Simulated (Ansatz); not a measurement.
Crystal: SnO.

```
Sn O
1.0
     3.35500    0.00000    0.00000
     0.00000    5.67410    0.00000
     0.00000    0.00000    4.22197
Sn O
2 2
Cartesian
  1.6775 4.3582 0.0555
  0.0000 1.3159 2.1665
  1.6775 0.6171 1.0000
  0.0000 5.0570 3.1110
```

The cell comes from a database or a generator and needn't be the stable form of this composition.

Base run:

* Program: Ansatz 0.2.0
* Functional: HSE06
* Potentials or basis: Ansatz PAW
* Cutoff: 420 eV
* Density cutoff: 1680 eV
* k mesh: 6 × 4 × 4
* Occupations: fermi-dirac, width 0.05 eV
* Spin: no spin polarisation

Its results: band gap on the k mesh 2.36 eV, indirect (least direct gap 3.14 eV); largest force 0.763 eV/Å.

**Question.** The run is repeated on the same cell with these changes: functional from HSE06 to PBE0. What comes out?

**Answer.** Band gap on the k mesh 3.03 eV, indirect (least direct gap 3.81 eV); largest force 0.774 eV/Å.

Caveats: the k mesh misses the band edges, so the gap on the mesh is wider than the one along the path; spin-orbit coupling is left out, which moves the levels of the heavy elements; the PAW data sets come from PBE, with cores solved anew for the run's functional, which leaves a small shift of forces and pressure.

Not every run made on this cell is shown here.
